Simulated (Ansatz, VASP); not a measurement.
HfC: VASP beside Ansatz

INCAR

```
SYSTEM = HfC
  PREC = Accurate
  ENCUT = 520
  EDIFF = 1E-8
  ISMEAR = -1
  SIGMA = 0.05
  LREAL = .False.
  LASPH = .True.
  NELM = 60
  ALGO = Normal
  ISIF = 2
  LWAVE = .False.
  LCHARG = .False.
  GGA = CA
  LEFG = .True.
  NBANDS = 14
```

File KPOINTS:

```
Automatic mesh
0
Gamma
  12 12 12
  0 0 0
```

POSCAR

```
HfC
1.0
    0.0000000000      2.3705998121      2.3705998121
    2.3705998121      0.0000000000      2.3705998121
    2.3705998121      2.3705998121      0.0000000000
Hf C
1 1
Direct
    0.5000000000      0.5000000000      0.5000000000
    0.0000000000      0.0000000000      0.0000000000
```

Input for Ansatz:

```yaml
crystal:
  lattice:
    - [0.0, 2.3705998121, 2.3705998121]
    - [2.3705998121, 0.0, 2.3705998121]
    - [2.3705998121, 2.3705998121, 0.0]
  atoms:
    - { symbol: Hf, position: [0.5, 0.5, 0.5] }
    - { symbol: C, position: [0.0, 0.0, 0.0] }
kpoints:
  mp_grid: { grid: [12, 12, 12] }
scf:
  occupations: { method: fermi_dirac, width: 0.05 }
hamiltonian:
  xc: lda
  pseudopotentials: { kind: paw }
output:
  forces: true
  stress: true
  eigenvalues: true
  efg: { contact_densities: true }
```

Change from the starting cell: volume scaled by 1.06, PAW files.

Alike in both runs: task electric field gradients; functional LDA; k mesh 12 × 12 × 12; occupations fermi-dirac, width 0.05 eV; no spin polarisation.

|  | VASP | Ansatz |
| --- | --- | --- |
| version | VASP 6.6.1 | Ansatz 0.2.0 |
| potentials or method | VASP PAW LDA potentials, release 64 (Hf_pv, C) | PAW with Ansatz's default frozen-core files, scalar-relativistic |
| plane-wave cutoff (eV) | 520 | 420 |
| valence electrons in the cell | 14 | 30 |

Ansatz gave:

```
pressure (GPa)                                                 : -22.9
Vzz of the field gradient on the site that differs most (V/Å²) : 0.0
```

Question: Which values does VASP return?

Answer: Pressure (GPa): -22.8; Vzz of the field gradient on the site that differs most (V/Å²): 0.0.

The two sets of potentials don't hold the same shells in valence. Ansatz warned: «gradients_without_spin_orbit».

Caveats: so large a pressure means that the cell lies far from this level's equilibrium, or that cutoff or potentials fall short (VASP). Spin-orbit coupling is left out, which matters for the levels of Hf.
